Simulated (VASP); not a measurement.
# LiS2 in VASP: a series of runs

The runs below take LiS2 through single point, with PBE+D3(BJ).

Everything below comes from runs of VASP 6.6.1. Logs are shortened: lines on timing, memory, paths and dates and some standing lists are left out, and cuts for length are marked.

### 1 Starting point

The cell holds a sheet with vacuum, 6 atoms: a = 3.087 Å, b = 3.087 Å, c = 41.225 Å, α = 90.00°, β = 90.00°, γ = 120.00°.

The cell was built by a generator and needn't be a form met in nature.

### 2 Single point, PBE+D3(BJ)

Input file INCAR:

```
SYSTEM = LiS2
PREC     = Accurate       ! precision mode
ENCUT    = 520            ! plane-wave cutoff, eV
EDIFF    = 1E-6           ! SCF threshold, eV
ISMEAR   = 0              ! smearing method
SIGMA    = 0.1            ! smearing width, eV
LREAL    = .False.        ! projectors in reciprocal space
LASPH    = .True.         ! aspherical terms in the spheres
NELM     = 100            ! most SCF steps
ALGO     = Fast           ! electronic algorithm
ISIF     = 2              ! what is computed and relaxed
LWAVE    = .False.        ! write WAVECAR
LCHARG   = .False.        ! write CHGCAR
LDIPOL   = .True.       
IDIPOL   = 3            
DIPOL    = 0.5 0.5 0.267
GGA      = PE             ! functional
IVDW     = 12             ! dispersion correction
NBANDS   = 24             ! bands
```

Input file KPOINTS:

```
Automatic mesh
0
Gamma
  15 15 1
  0 0 0
```

Input file POSCAR:

```
LiS2
1.0
    3.0865575548      0.0000000030      0.0000000000
   -1.5432787800      2.6730372512      0.0000000000
    0.0000000000      0.0000000000     41.2251821417
Li S
2 4
Direct
    0.0000000000      0.0000000000      0.2003581577
    0.0000000000      0.0000000000      0.3332962462
    0.3333333333      0.6666666667      0.1610888551
    0.6666666667      0.3333333333      0.2434869997
    0.6666666667      0.3333333333      0.2901674041
    0.3333333333      0.6666666667      0.3725655487
```

Potentials or basis: VASP PAW PBE potentials, release 64 (Li_sv, S).

The run is started by

```
$ cat potpaw_PBE.64/Li_sv/POTCAR potpaw_PBE.64/S/POTCAR > POTCAR
$ mpirun -np 1 vasp_std > vasp.out
```

OUTCAR:

```text
SYSTEM = LiS2
   PREC = Accurate
   ENCUT = 520
   EDIFF = 1E-6
   ISMEAR = 0
   LREAL = .False.
   LASPH = .True.
   NELM = 100
   ISIF = 2
   GGA = PE
   IVDW = 12
 IVDW          = 12

 ion  position               nearest neighbor table
   1  0.000  0.000  0.200-   3 2.41   3 2.41   3 2.41   4 2.52   4 2.52   4 2.52
   2  0.000  0.000  0.333-   6 2.41   6 2.41   6 2.41   5 2.52   5 2.52   5 2.52
   3  0.333  0.667  0.161-   1 2.41   1 2.41   1 2.41
   4  0.667  0.333  0.243-   5 1.92   1 2.52   1 2.52   1 2.52
   5  0.667  0.333  0.290-   4 1.92   2 2.52   2 2.52   2 2.52
   6  0.333  0.667  0.373-   2 2.41   2 2.41   2 2.41

  LATTYP: Found a hexagonal cell.
 ALAT       =     3.0865575548
 C/A-ratio  =    13.3563626823

  Lattice vectors:

 A1 = (   3.0865575548,   0.0000000030,   0.0000000000)
 A2 = (  -1.5432787800,   2.6730372512,   0.0000000000)
 A3 = (   0.0000000000,   0.0000000000,  41.2251821417)

Analysis of symmetry for initial positions (statically):
=====================================================================
 Subroutine PRICEL returns:
 Original cell was already a primitive cell.

 Routine SETGRP: Setting up the symmetry group for a
 hexagonal supercell.

 Subroutine GETGRP returns: Found 12 space group operations
 (whereof  6 operations were pure point group operations)
 out of a pool of 24 trial point group operations.

The static configuration has the point symmetry C_3v.
 The point group associated with its full space group is D_3h.

Analysis of symmetry for dynamics (positions and initial velocities):
=====================================================================
 Subroutine PRICEL returns:
 Original cell was already a primitive cell.

 Routine SETGRP: Setting up the symmetry group for a
 hexagonal supercell.

 Subroutine GETGRP returns: Found 12 space group operations
 (whereof  6 operations were pure point group operations)
 out of a pool of 24 trial point group operations.

The dynamic configuration has the point symmetry C_3v.
 The point group associated with its full space group is D_3h.

 Subroutine INISYM returns: Found 12 space group operations
 (whereof  6 operations are pure point group operations),
 and found     1 'primitive' translations

----------------------------------------------------------------------------------------

                                     Primitive cell

  volume of cell :     340.1277

  direct lattice vectors                    reciprocal lattice vectors
     3.086557555  0.000000003  0.000000000     0.323985535  0.187053136  0.000000000
    -1.543278780  2.673037251  0.000000000    -0.000000000  0.374106271  0.000000000
     0.000000000  0.000000000 41.225182142     0.000000000  0.000000000  0.024257018

  length of vectors
     3.086557555  3.086557555 41.225182142     0.374106271  0.374106271  0.024257018

  position of ions in fractional coordinates (direct lattice)
     0.000000000  0.000000000  0.200358158
     0.000000000  0.000000000  0.333296246
     0.333333333  0.666666667  0.161088855
     0.666666667  0.333333333  0.243487000
     0.666666667  0.333333333  0.290167404
     0.333333333  0.666666667  0.372565549

  ion indices of the primitive-cell ions
   primitive index   ion index
                 1           1
                 2           2
                 3           3
                 4           4
                 5           5
                 6           6

----------------------------------------------------------------------------------------

 KPOINTS: Automatic mesh

Automatic generation of k-mesh.
 Grid dimensions read from file:
 generate k-points for:   15   15    1

 Generating k-lattice:

  Cartesian coordinates                     Fractional coordinates (reciprocal lattice)
     0.021599036  0.012470209  0.000000000     0.066666667  0.000000000  0.000000000
    -0.000000000  0.024940418  0.000000000     0.000000000  0.066666667  0.000000000
     0.000000000  0.000000000  0.024257018     0.000000000  0.000000000  1.000000000

  Length of vectors
     0.024940418  0.024940418  0.024257018

  Shift w.r.t. Gamma in fractional coordinates (k-lattice)
     0.000000000  0.000000000  0.000000000

 Subroutine IBZKPT returns following result:
 ===========================================

 Found     27 irreducible k-points:

 Following reciprocal coordinates:
            Coordinates               Weight
  0.000000  0.000000  0.000000      1.000000
  0.066667 -0.000000  0.000000      6.000000
  0.133333 -0.000000  0.000000      6.000000
  0.200000 -0.000000  0.000000      6.000000
  0.266667 -0.000000  0.000000      6.000000
  0.333333 -0.000000  0.000000      6.000000
[... 16 lines left out ...]
  0.333333  0.200000  0.000000     12.000000
  0.400000  0.200000  0.000000      6.000000
 [... further k-points ...]
   k-points           NKPTS =     27   k-points in BZ     NKDIM =     27   number of bands    NBANDS=     24
   number of dos      NEDOS =    301   number of ions     NIONS =      6
   total plane-waves  NPLWV = 184320
   dimension x,y,z NGX =    24 NGY =   24 NGZ =  320
   dimension x,y,z NGXF=    48 NGYF=   48 NGZF=  640
   ions per type =               2   4
   NGX,Y,Z   is equivalent  to a cutoff of  12.93, 12.93, 12.90 a.u.
   NGXF,Y,Z  is equivalent  to a cutoff of  25.85, 25.85, 25.81 a.u.
 SYSTEM =  LiS2
   PREC   = accura    normal or accurate (medium, high low for compatibility)
   ISTART =      0    job   : 0-new  1-cont  2-samecut
   ICHARG =      2    charge: 1-file 2-atom 10-const
   ISPIN  =      1    spin polarized calculation?
   LNONCOLLINEAR =      F non collinear calculations
   LSORBIT =      F    spin-orbit coupling
   LASPH  =      T    aspherical Exc in radial PAW
   ENCUT  =  520.0 eV  38.22 Ry    6.18 a.u.   5.74  5.74 76.65*2*pi/ulx,y,z
   NELM   =    100;   NELMIN=  2; NELMDL= -5     # of ELM steps
   EDIFF  = 0.1E-05   stopping-criterion for ELM
   LREAL  =      F    real-space projection
   EDIFFG = 0.1E-04   stopping-criterion for IOM
   NSW    =      0    number of steps for IOM
   IBRION =     -1    ionic relax: 0-MD 1-quasi-New 2-CG
   NFREE  =      0    steps in history (QN), initial steepest desc. (CG)
   ISIF   =      2    stress and relaxation
   ISYM   =      2    0-nonsym 1-usesym 2-fastsym
   POTIM  = 0.5000    time-step for ionic-motion
   TEBEG  =    0.0;   TEEND  =   0.0 temperature during run
   PSTRESS=    0.0 pullay stress
   NELECT =      30.0000    total number of electrons
   NUPDOWN=      -1.0000    fix difference up-down
   EMIN   =  10.00;   EMAX   =-10.00  energy-range for DOS
   EFERMI =   0.00;   METHOD = LEGACY
   ISMEAR =     0;   SIGMA  =   0.10  broadening in eV -4-tet -1-fermi 0-gaus
   EFERMI_NEDOS =   21; number of points for ismear=-14 and -15
   IALGO  =     68    algorithm
   IMIX   =      4    mixing-type and parameters
     AMIX     =   0.40;   BMIX     =  1.00
     AMIX_MAG =   1.60;   BMIX_MAG =  1.00
  volume/ion in A,a.u.               =      56.69       382.55
  Fermi-wavevector in a.u.,A,eV,Ry     =   0.728732  1.377104  7.225381  0.531051
  Thomas-Fermi vector in A             =   1.820279
   LORBIT       =      0    0 simple, 1 ext, 2 COOP (PROOUT), +10 PAW based schemes
   GGA     = PE    functional components
   LHFCALC =     F    Hartree Fock is set to
   AEXX    =    0.0000 exact exchange contribution
   IVDW    =    12    specifies the selected vdW correction
   LEPSILON=     F    determine dielectric tensor
   LRPA    =     F    only Hartree local field effects (RPA)
 non-spin polarized calculation
 RMM-DIIS sequential band-by-band and
 Gauss-broadening in eV      SIGMA  =   0.10
  energy-cutoff  :      520.00
  volume of cell :      340.13
 maximum number of plane-waves:      9198
 NGX is ok and might be reduce to    24
   NGX = 11   NGY = 11   NGZ =153

 dipolmoment           0.000000      0.000000      0.000529 electrons x Angstroem

 number of electron      29.9999984 magnetization

 dipolmoment           0.000000      0.000000     -0.000001 electrons x Angstroem

 Free energy of the ion-electron system (eV)
  ---------------------------------------------------
  ext. energy  EPLUGINS =         0.00000000
  ---------------------------------------------------
  free energy    TOTEN  =       -20.98073244 eV

  energy without entropy =      -20.96853975  energy(sigma->0) =      -20.97463610

 E-fermi :  -3.4891     XC(G=0):  -3.0413

 val. band max:       -3.4974496549   @ k =   0.4667   0.0667   0.0000
 cond. band min:      -3.4556442498   @ k =   0.2667   0.1333   0.0000
 fundamental gap:      0.0418054052
 Fermi energy:        -3.4890924610

 k-point     1 :       0.0000    0.0000    0.0000
  band No.  band energies     occupation
      1     -48.7436      2.00000
      2     -48.7436      2.00000
      3     -20.7486      2.00000
      4     -16.5293      2.00000
      5     -16.4632      2.00000
      6     -16.0494      2.00000
[... 16 lines left out ...]
     23       3.3258      0.00000
     24       3.5511      0.00000

 k-point     2 :       0.0667   -0.0000    0.0000
  band No.  band energies     occupation
      1     -48.7431      2.00000
      2     -48.7430      2.00000
      3     -20.6971      2.00000
      4     -16.4691      2.00000
      5     -16.4025      2.00000
      6     -15.9889      2.00000
[... 16 lines left out ...]
     23       3.4179      0.00000
     24       3.6387      0.00000

 k-point     3 :       0.1333   -0.0000    0.0000
  band No.  band energies     occupation
      1     -48.7415      2.00000
      2     -48.7415      2.00000
      3     -20.5467      2.00000
      4     -16.2917      2.00000
      5     -16.2238      2.00000
      6     -15.8111      2.00000
[... 16 lines left out ...]
     23       3.6933      0.00000
     24       3.9072      0.00000

 k-point     4 :       0.2000   -0.0000    0.0000
  band No.  band energies     occupation
      1     -48.7391      2.00000
      2     -48.7391      2.00000
      3     -20.3107      2.00000
      4     -16.0079      2.00000
      5     -15.9386      2.00000
      6     -15.5284      2.00000
[... 16 lines left out ...]
     23       4.0743      0.00000
     24       4.2277      0.00000

 k-point     5 :       0.2667   -0.0000    0.0000
  band No.  band energies     occupation
      1     -48.7364      2.00000
      2     -48.7364      2.00000
      3     -20.0143      2.00000
      4     -15.6397      2.00000
      5     -15.5702      2.00000
      6     -15.1658      2.00000
[... 451 lines left out ...]
 k-point    22 :       0.2667    0.2000    0.0000
  band No.  band energies     occupation
      1     -48.7313      2.00000
      2     -48.7313      2.00000
      3     -19.3646      2.00000
      4     -14.7599      2.00000
      5     -14.7096      2.00000
      6     -14.3452      2.00000
[... 16 lines left out ...]
     23       4.9003      0.00000
     24       5.2463      0.00000

 k-point    23 :       0.3333    0.2000    0.0000
  band No.  band energies     occupation
      1     -48.7300      2.00000
      2     -48.7300      2.00000
      3     -19.1738      2.00000
      4     -14.4674      2.00000
      5     -14.4353      2.00000
      6     -14.0994      2.00000
[... 16 lines left out ...]
     23       4.7340      0.00000
     24       4.8689      0.00000

 k-point    24 :       0.4000    0.2000    0.0000
  band No.  band energies     occupation
      1     -48.7296      2.00000
      2     -48.7296      2.00000
      3     -19.1030      2.00000
      4     -14.3516      2.00000
      5     -14.3299      2.00000
      6     -14.0092      2.00000
[... 16 lines left out ...]
     23       4.5812      0.00000
     24       4.6431      0.00000

 [... further k-points ...]

------------------------ aborting loop because EDIFF is reached ----------------------------------------

 vacuum level on the upper side and lower side of the slab       (xc-potential included)        -0.125        -0.126

 Edisp (eV)   -1.62904

 E8    (eV) :    -0.6344

  FORCE on cell =-STRESS in cart. coord.  units (eV):
  Direction    XX          YY          ZZ          XY          YZ          ZX
  --------------------------------------------------------------------------------------
  -------------------------------------------------------------------------------------
  Total      -0.05773    -0.05773    -0.45885     0.00000     0.00000     0.00000
  in kB      -0.27195    -0.27195    -2.16142     0.00000     0.00000     0.00000
  external pressure =       -0.90 kB  Pullay stress =        0.00 kB

 VOLUME and BASIS-vectors are now :
 -----------------------------------------------------------------------------
  energy-cutoff  :      520.00
  volume of cell :      340.13
      direct lattice vectors                 reciprocal lattice vectors
     3.086557555  0.000000003  0.000000000     0.323985535  0.187053136  0.000000000
    -1.543278780  2.673037251  0.000000000    -0.000000000  0.374106271  0.000000000
     0.000000000  0.000000000 41.225182142     0.000000000  0.000000000  0.024257018

 POSITION                                       TOTAL-FORCE (eV/Angst)
 -----------------------------------------------------------------------------------
      0.00000      0.00000      8.25980         0.000000     -0.000000      0.006170
      0.00000      0.00000     13.74020        -0.000000     -0.000000     -0.006170
     -0.00000      1.78202      6.64092         0.000000      0.000000     -0.006737
      1.54328      0.89101     10.03780         0.000000      0.000000      0.218581
      1.54328      0.89101     11.96220         0.000000      0.000000     -0.218581
     -0.00000      1.78202     15.35908         0.000000      0.000000      0.006737
 -----------------------------------------------------------------------------------
    total drift:                               -0.000000     -0.000001     -0.000021

  FREE ENERGIE OF THE ION-ELECTRON SYSTEM (eV)
  ---------------------------------------------------
  free  energy   TOTEN  =       -22.6097769838 eV

  energy  without entropy=      -22.5975842915  energy(sigma->0) =      -22.60368064

 vacuum level on the upper side and lower side of the slab         3.046         3.045
```

Wall time 12 min (1 thread of Intel Xeon Platinum 8259CL at 2.50GHz (Skylake/Cascade Lake), shared host); peak memory 0.51 GiB.

What came out:

```
Free energy                : -22.6098 eV
Largest force              : 0.219 eV/Å
Band gap on the k mesh     : none (metal or under the smearing width)
Dispersion energy per atom : -0.272 eV
```

Forces on the atoms (eV/Å):
```
Li   0.000  0.000  0.006
Li   0.000  0.000 -0.006
S    0.000  0.000 -0.007
S    0.000  0.000  0.219
S    0.000  0.000 -0.219
S    0.000  0.000  0.007
```

Levels at points of the mesh, in eV from the Fermi level:
```
           k point  band 10  band 11  band 12  band 13  band 14  band 15  band 16  band 17  band 18  band 19
(0.00, 0.00, 0.00)    -1.27    -1.27     1.59     1.78     1.78     1.80     1.80     1.87     1.87     5.14
```

Caveat: the cutoff is under 1.25 times the usual one of these potentials, so pressure, stress and relaxed cells hold a basis-set (Pulay) error.

(Part 1 of 3 ends here.)
